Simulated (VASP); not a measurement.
**CO2: single point with PBE**

CO2:

```
CELL_PARAMETERS angstrom
2.63591 -2.38738 0.00000
2.63591 2.38738 0.00000
0.00000 0.00000 6.58717
ATOMIC_POSITIONS crystal
O 0.30651 0.69349 0.60816
O 0.69349 0.30651 0.39184
O 0.19349 0.80651 0.10816
O 0.80651 0.19349 0.89184
C 0.50000 0.50000 0.50000
C 0.00000 0.00000 0.00000
```

The cell comes from a database or a generator and needn't be the stable form of this composition.

```yaml
Program: VASP 6.6.1
Task: single point
Functional: PBE
Potentials_or_basis: VASP PAW PBE potentials, release 64 (O, C)
Cutoff: 520 eV
k_mesh: 8 × 8 × 4
Occupations: fermi-dirac, width 0.05 eV
Spin: no spin polarisation
```

- Pressure: 4.3 GPa
- Largest force: 0.786 eV/Å
- Band gap on the k mesh: 6.61 eV, indirect (least direct gap 7.17 eV)

Forces in eV/Å, atoms in the order of the input:
```
O    0.000  0.626  0.475
O    0.000 -0.626 -0.475
O    0.000 -0.626  0.475
O    0.000  0.626 -0.475
C    0.000  0.000  0.000
C    0.000  0.000  0.000
```

Stress tensor (GPa, compression positive):
```
2.08 0.00 0.00
0.00 6.39 0.00
0.00 0.00 4.40
```

Levels at points of the mesh, in eV from the valence-band top:
| k point | band 13 | band 14 | band 15 | band 16 | band 17 | band 18 | band 19 | band 20 |
| --- | --- | --- | --- | --- | --- | --- | --- | --- |
| (0.00, 0.00, 0.00) | -0.96 | -0.92 | -0.61 | -0.56 | 6.61 | 7.13 | 7.68 | 7.80 |
| (0.50, 0.00, 0.00) | -0.69 | -0.69 | -0.28 | -0.28 | 7.58 | 7.58 | 8.57 | 8.57 |
| (0.50, 0.50, 0.00) | -0.98 | -0.63 | -0.33 | 0.00 | 7.79 | 8.83 | 8.93 | 9.00 |
| (0.00, 0.00, 0.50) | -0.79 | -0.79 | -0.72 | -0.72 | 7.46 | 7.46 | 7.69 | 7.69 |
| (0.50, 0.00, 0.50) | -0.76 | -0.76 | -0.24 | -0.24 | 7.65 | 7.65 | 8.61 | 8.61 |
| (0.50, 0.50, 0.50) | -0.67 | -0.67 | -0.30 | -0.30 | 8.36 | 8.36 | 8.87 | 8.87 |

It took 2.3 min on 1 thread of AMD EPYC 7R43 64-Core Processor (Zen 3) (shared host), peak memory 0.2 GiB.

Caveat: the standard files for N, O and F lose accuracy on very short bonds. Expect the measured gap to be larger: semilocal functionals such as PBE lack the derivative discontinuity.
